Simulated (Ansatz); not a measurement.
**Structure optimisation: selenium, trigonal (grey) selenium**

All numbers below come from DFT, LDA (PW92), plane waves (420 eV) with PAW, scalar-relativistic (Ansatz). (PAW data from PBE, frozen cores regenerated.)

k-point mesh 5×5×4, Fermi-Dirac smearing 0.05 eV, no spin polarisation. Cell and atoms relax.

Starting structure:

```
Se
1.0
     4.36620    0.00000    0.00000
    -2.18310    3.78124    0.00000
     0.00000    0.00000    4.95360
Se
3
Direct
  0.22540 0.00000 0.33333
  0.00000 0.22540 0.66667
  0.77460 0.77460 0.00000
```

Task: What cell does the relaxation end in?

Result: P3_121 with a = 3.953 Å, c = 5.121 Å (c/a = 1.295); 23.10 Å³ per atom against 27.26 at the start (-15.2 %).

Task: How much energy does the relaxation gain?

Result: 49.5 meV per atom.
